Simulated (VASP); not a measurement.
# BrTl in VASP: notebook, part 2 of 2

VASP 6.6.1. The steps go on from the part before.

### 5 Electron localisation function, PBE

INCAR reads:

```
SYSTEM = TlBr
PREC     = Accurate       ! precision mode
ENCUT    = 520            ! plane-wave cutoff, eV
EDIFF    = 1E-7           ! SCF threshold, eV
ISMEAR   = 0              ! smearing method
SIGMA    = 0.01           ! smearing width, eV
LREAL    = .False.        ! projectors in reciprocal space
LASPH    = .True.         ! aspherical terms in the spheres
NELM     = 60             ! most SCF steps
ALGO     = Normal         ! electronic algorithm
ISIF     = 2              ! what is computed and relaxed
LWAVE    = .False.        ! write WAVECAR
LCHARG   = .True.         ! write CHGCAR
GGA      = PE             ! functional
LELF     = .True.         ! ELF
```

KPOINTS reads:

```
Automatic mesh
0
Gamma
  1 1 1
  0 0 0
```

POSCAR reads:

```
TlBr
1.0
    9.0000000000      0.0000000000      0.0000000000
    0.0000000000      9.0000000000      0.0000000000
    0.0000000000      0.0000000000     12.0000000000
Br Tl
1 1
Direct
    0.5014444400      0.5023333300      0.3937420400
    0.5014444400      0.5023333300      0.6119246200
```

Potentials or basis: VASP PAW PBE potentials, release 64 (Br, Tl_d).

The run is started by

```console
$ cat potpaw_PBE.64/Br/POTCAR potpaw_PBE.64/Tl_d/POTCAR > POTCAR
$ mpirun -np 1 vasp_gam > vasp.out
```

OUTCAR:

```text
SYSTEM = TlBr
   PREC = Accurate
   ENCUT = 520
   EDIFF = 1E-7
   ISMEAR = 0
   LREAL = .False.
   LASPH = .True.
   NELM = 60
   ISIF = 2
   GGA = PE

 ion  position               nearest neighbor table
   1  0.501  0.502  0.394-   2 2.62
   2  0.501  0.502  0.612-   1 2.62

  LATTYP: Found a simple tetragonal cell.
 ALAT       =     9.0000000000
 C/A-ratio  =     1.3333333333

  Lattice vectors:

 A1 = (   9.0000000000,   0.0000000000,   0.0000000000)
 A2 = (   0.0000000000,   9.0000000000,   0.0000000000)
 A3 = (   0.0000000000,   0.0000000000,  12.0000000000)

Analysis of symmetry for initial positions (statically):
=====================================================================
 Subroutine PRICEL returns:
 Original cell was already a primitive cell.

 Routine SETGRP: Setting up the symmetry group for a
 simple tetragonal supercell.

 Subroutine GETGRP returns: Found  8 space group operations
 (whereof  1 operations were pure point group operations)
 out of a pool of 16 trial point group operations.

The static configuration has the point symmetry C_1 .
 The point group associated with its full space group is C_4v.

Analysis of symmetry for dynamics (positions and initial velocities):
=====================================================================
 Subroutine PRICEL returns:
 Original cell was already a primitive cell.

 Routine SETGRP: Setting up the symmetry group for a
 simple tetragonal supercell.

 Subroutine GETGRP returns: Found  8 space group operations
 (whereof  1 operations were pure point group operations)
 out of a pool of 16 trial point group operations.

The dynamic configuration has the point symmetry C_1 .
 The point group associated with its full space group is C_4v.

 Subroutine INISYM returns: Found  8 space group operations
 (whereof  1 operations are pure point group operations),
 and found     1 'primitive' translations

----------------------------------------------------------------------------------------
[... 91 lines left out ...]
  Fermi-wavevector in a.u.,A,eV,Ry     =   0.448604  0.847738  2.738107  0.201245
  Thomas-Fermi vector in A             =   1.428188
   LORBIT       =      0    0 simple, 1 ext, 2 COOP (PROOUT), +10 PAW based schemes
   GGA     = PE    functional components
   LHFCALC =     F    Hartree Fock is set to
   AEXX    =    0.0000 exact exchange contribution
   IVDW    =     0    specifies the selected vdW correction
   LEPSILON=     F    determine dielectric tensor
   LRPA    =     F    only Hartree local field effects (RPA)
 non-spin polarized calculation
 Gauss-broadening in eV      SIGMA  =   0.01
  energy-cutoff  :      520.00
  volume of cell :      972.00
 maximum number of plane-waves:     13093
 NGX is ok and might be reduce to    70
   NGX = 33   NGY = 33   NGZ = 45

 number of electron      20.0000001 magnetization

 Free energy of the ion-electron system (eV)
  ---------------------------------------------------
  ext. energy  EPLUGINS =         0.00000000
  ---------------------------------------------------
  free energy    TOTEN  =        -4.63175285 eV

  energy without entropy =       -4.63175285  energy(sigma->0) =       -4.63175285

 E-fermi :  -5.6370     XC(G=0):  -1.3611

 val. band max:       -5.7347966972   @ k =   0.0000   0.0000   0.0000
 cond. band min:      -1.9007924059   @ k =   0.0000   0.0000   0.0000
 fundamental gap:      3.8340042913
 Fermi energy:        -5.6369698490

 k-point     1 :       0.0000    0.0000    0.0000
  band No.  band energies     occupation
      1     -18.0958      2.00000
      2     -15.5776      2.00000
      3     -15.5776      2.00000
      4     -15.4153      2.00000
      5     -15.4153      2.00000
      6     -15.2803      2.00000
      7      -9.8194      2.00000
      8      -5.8204      2.00000
      9      -5.8204      2.00000
     10      -5.7348      2.00000
     11      -1.9008      0.00000
     12      -1.9008      0.00000
     13      -0.3834      0.00000
     14      -0.1641      0.00000

------------------------ aborting loop because EDIFF is reached ----------------------------------------

  FORCE on cell =-STRESS in cart. coord.  units (eV):
  Direction    XX          YY          ZZ          XY          YZ          ZX
  --------------------------------------------------------------------------------------
  -------------------------------------------------------------------------------------
  Total        0.0353208      0.0353208      0.9515692      0.0000000     -0.0000000      0.0000000
  in kB        0.0582204      0.0582204      1.5685006      0.0000000     -0.0000000      0.0000000
  external PRESSURE =       0.5616472 kB  Pullay stress =       0.0000000 kB

 VOLUME and BASIS-vectors are now :
 -----------------------------------------------------------------------------
  energy-cutoff  :      520.00
  volume of cell :      972.00
      direct lattice vectors                 reciprocal lattice vectors
     9.000000000  0.000000000  0.000000000     0.111111111  0.000000000  0.000000000
     0.000000000  9.000000000  0.000000000     0.000000000  0.111111111  0.000000000
     0.000000000  0.000000000 12.000000000     0.000000000  0.000000000  0.083333333

 POSITION                                       TOTAL-FORCE (eV/Angst)
 -----------------------------------------------------------------------------------
      4.51300      4.52100      4.72490         0.000000      0.000000     -0.404052
      4.51300      4.52100      7.34310         0.000000     -0.000000      0.404052
 -----------------------------------------------------------------------------------
    total drift:                                0.000017      0.000015     -0.000676

  FREE ENERGIE OF THE ION-ELECTRON SYSTEM (eV)
  ---------------------------------------------------
  free  energy   TOTEN  =        -4.6317528491 eV

  energy  without entropy=       -4.6317528491  energy(sigma->0) =       -4.63175285
```

OSZICAR:

```text
N       E                     dE             d eps       ncg     rms          rms(c)
DAV:   1     0.224015143210E+03    0.22402E+03   -0.53196E+03    28   0.913E+02
DAV:   2     0.290267966686E+02   -0.19499E+03   -0.18874E+03    48   0.207E+02
DAV:   3    -0.452454066330E+01   -0.33551E+02   -0.33523E+02    34   0.100E+02
[... 18 lines left out ...]
DAV:  22    -0.463175150819E+01   -0.10929E-05   -0.93435E-08    20   0.103E-03    0.310E-04
DAV:  23    -0.463175244258E+01   -0.93439E-06   -0.10911E-07    20   0.919E-04    0.134E-04
DAV:  24    -0.463175270991E+01   -0.26733E-06   -0.20003E-08    20   0.465E-04    0.977E-05
DAV:  25    -0.463175281161E+01   -0.10170E-06   -0.57754E-09    20   0.233E-04    0.436E-05
DAV:  26    -0.463175284908E+01   -0.37473E-07   -0.20234E-09    20   0.172E-04
   1 F= -.46317528E+01 E0= -.46317528E+01  d E =-.154541E-43
```

stdout:

```text
POSCAR found type information on POSCAR BrTl
 POSCAR found :  2 types and       2 ions
 scaLAPACK will be used
 LDA part: xc-table for (Slater+PW92), standard interpolation
 POSCAR, INCAR and KPOINTS ok, starting setup
 FFT: planning ... GRIDC
 FFT: planning ... GRID_SOFT
 FFT: planning ... GRID
 WAVECAR not read
 entering main loop
```

Run time: 48 s. Hardware: 1 thread of AMD EPYC 9R45 (Zen 5), shared host; peak memory 0.77 GiB.

Results:

| Item | Value |
| --- | --- |
| Free energy | -4.6318 eV |
| Largest force | 0.404 eV/Å |
| Gap between the frontier levels | 3.83 eV |

Forces on the atoms (eV/Å):
```
Br   0.000  0.000 -0.404
Tl   0.000  0.000  0.404
```

Levels at points of the mesh, in eV from the valence-band top:
```csv
k point,band 6,band 7,band 8,band 9,band 10,band 11,band 12,band 13,band 14
"(0.00, 0.00, 0.00)",-9.55,-4.08,-0.09,-0.09,0.00,3.83,3.83,5.35,5.57
```

Caveat: spin-orbit coupling is left out, which as a rule narrows the gap of such compounds by several tenths of an eV.

### 6 Relaxation of the atoms, BLYP+D3(BJ)

INCAR reads:

```
PREC     = Accurate       # precision mode
ENCUT    = 520            # plane-wave cutoff, eV
EDIFF    = 1E-6           # SCF threshold, eV
ISMEAR   = 0              # smearing method
SIGMA    = 0.01           # smearing width, eV
LREAL    = F              # projectors in reciprocal space
LASPH    = T              # aspherical terms in the spheres
NELM     = 60             # most SCF steps
ALGO     = Fast           # electronic algorithm
ISIF     = 2              # what is computed and relaxed
LWAVE    = F              # write WAVECAR
LCHARG   = F              # write CHGCAR
GGA      = B5             # functional
ALDAX    = 1.0          
AGGAX    = 1.0          
AGGAC    = 1.0          
ALDAC    = 0.0          
IVDW     = 12             # dispersion correction
VDW_S6   = 1.0          
VDW_S8   = 2.6996       
VDW_A1   = 0.4298       
VDW_A2   = 4.2359       
IBRION   = 2              # ionic algorithm
NSW      = 40             # ionic steps
EDIFFG   = -0.005         # ionic threshold
```

KPOINTS reads:

```
Automatic mesh
0
Gamma
  1 1 1
```

POSCAR is that of step 5.

Potentials or basis: VASP PAW PBE potentials, release 64 (Br, Tl_d).

The run is started by

```console
$ cat potpaw_PBE.64/Br/POTCAR potpaw_PBE.64/Tl_d/POTCAR > POTCAR
$ mpirun -np 1 vasp_gam > vasp.out
```

It took 6 min on 1 thread of AMD EPYC 9R45 (Zen 5), shared host; peak memory 0.87 GiB.

It converged, with:

| Property | Result |
| --- | --- |
| Free energy | -4.4634 eV |
| Energy gained by relaxing | 16.0 meV/atom |
| Ionic steps | 3 |
| Largest force after relaxing | 0.003 eV/Å |
| Gap between the frontier levels | 3.48 eV |
| Dispersion energy per atom | -0.057 eV |

Forces in eV/Å, atoms in the order of the input:
```
Br   0.000  0.000  0.003
Tl   0.000  0.000 -0.003
```

Step by step:
| step | energy change (eV) | largest force (eV/Å) | pressure (GPa) |
| --- | --- | --- | --- |
| 1 | 0.0000 | 0.7118 | 0.10 |
| 2 | -0.0297 | 0.1746 | 0.02 |
| 3 | -0.0319 | 0.0031 | -0.01 |

Final structure:
```xyz
2
Lattice="9.0000 0.0000 0.0000 0.0000 9.0000 0.0000 0.0000 0.0000 12.0000" Properties=species:S:1:pos:R:3 pbc="T T T"
Br    4.5130    4.5210    4.6770
Tl    4.5130    4.5210    7.3910
```

Levels at points of the mesh, in eV from the valence-band top:
```
           k point  band 7  band 8  band 9  band 10  band 11  band 12  band 13  band 14
(0.00, 0.00, 0.00)   -4.22   -0.10    0.00     0.00     3.48     3.48     4.95     5.43
```

Caveat: the PAW data sets were made with another functional, which shifts forces and pressure a little; spin-orbit coupling is left out, which as a rule narrows the gap of such compounds by several tenths of an eV.

### 7 The reference run

An earlier run on the cell as given: functional PBE; potentials or basis VASP PAW PBE potentials, release 64 (Br, Tl_d); cutoff 520 eV; k mesh 1 × 1 × 1; occupations gaussian, width 0.01 eV; no spin polarisation.

* Largest force: 0.404 eV/Å
* Gap between the frontier levels: 3.83 eV

### 8 The runs side by side

```tsv
task	level	cell	gap on the mesh (eV)	largest force (eV/Å)
single point	PBE	atoms moved at random, drawn with an rms of 0.05 Å	3.88	0.87
relaxation of the atoms	PBE	atoms relaxed from: atoms moved at random, drawn with an rms of 0.02 Å	3.75	-
atomic charges	PBE+TS	as given	3.83	0.41
electron localisation function	PBE	as given	3.83	0.40
relaxation of the atoms	BLYP+D3(BJ)	atoms relaxed	3.48	-
single point	PBE	as given	3.83	0.40
```

Alike in all rows: potentials or basis VASP PAW PBE potentials, release 64 (Br, Tl_d); no spin polarisation; k mesh 1 × 1 × 1; cutoff (eV) 520; smearing gaussian 0.01 eV.

On the cell as given the gap runs from 3.83 eV (PBE) to 3.83 eV (PBE+TS).

Caveats: spin-orbit coupling is left out, which as a rule narrows the gap of such compounds by several tenths of an eV; the PAW data sets were made with another functional, which shifts forces and pressure a little (some runs).

Total energies depend on the potentials used, so only differences within one code and one set of settings carry meaning.
